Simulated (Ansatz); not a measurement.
# BAs: the cost of one run

Computed with Ansatz 0.2.0 (DFT PBE, scalar-relativistic, plane waves, PAW, unless a step's input says otherwise).

4 further runs of the same task are left out: 1 that didn't finish, 3 set aside as unsound or not needed.

## 1. The structure to begin with

Symmetry: F-43m, No. 216, cubic system. Conventional cell: a = 4.809 Å, b = 4.809 Å, c = 4.809 Å, α = 90.00°, β = 90.00°, γ = 90.00°. Around B (site symmetry -43m) lie 4 As at 2.08 Å. Around As (site symmetry -43m) lie 4 B at 2.08 Å.

Coordinates:

```cif
data_structure
_symmetry_space_group_name_H-M 'F-43m'
_symmetry_Int_Tables_number 216
_cell_length_a 4.8088
_cell_length_b 4.8088
_cell_length_c 4.8088
_cell_angle_alpha 90.000
_cell_angle_beta 90.000
_cell_angle_gamma 90.000
_cell_volume 111.20
loop_
_atom_site_label
_atom_site_type_symbol
_atom_site_symmetry_multiplicity
_atom_site_Wyckoff_symbol
_atom_site_fract_x
_atom_site_fract_y
_atom_site_fract_z
_atom_site_occupancy
B1 B 4 a 0.00000 0.00000 0.00000 1
As1 As 4 d 0.75000 0.25000 0.25000 1
```

It is built from the cell relaxed beforehand with the same method (13.90 Å³/atom).

## 2. The undisturbed cell

input.yaml reads:

```yaml
crystal:
  lattice:
    - [0.0, -2.4044111616, -2.4044111616]
    - [-2.4044111616, 0.0, -2.4044111616]
    - [2.4044111616, 2.4044111616, -4.8088223233]
  atoms:
    - { symbol: B, position: [0.0, 0.0, 0.0] }
    - { symbol: B, position: [0.5, 0.5, 0.5] }
    - { symbol: As, position: [0.375, 0.375, 0.875] }
    - { symbol: As, position: [0.875, 0.875, 0.375] }
basis:
  ecutwfc: 420
kpoints:
  mp_grid: { grid: [12, 12, 10] }
hamiltonian:
  xc: pbe
scf:
  occupations: { method: gaussian, width: 0.05 }
output:
  forces: true
  stress: true
  eigenvalues: true
  write_density: true
  write_potential: true
  elf: true
  volumetric_format: npy
```

The run is started by

```
> ansatz run input.yaml --threads 2 --pin off --max-ram 5120MiB --backend cpu --events-out ev --progress --plain --runs-dir out
```

What time and memory should one allow on 2 threads of Intel Xeon 6975P-C (Granite Rapids), shared host?

About 11 s, with a peak of 0.72 GiB.
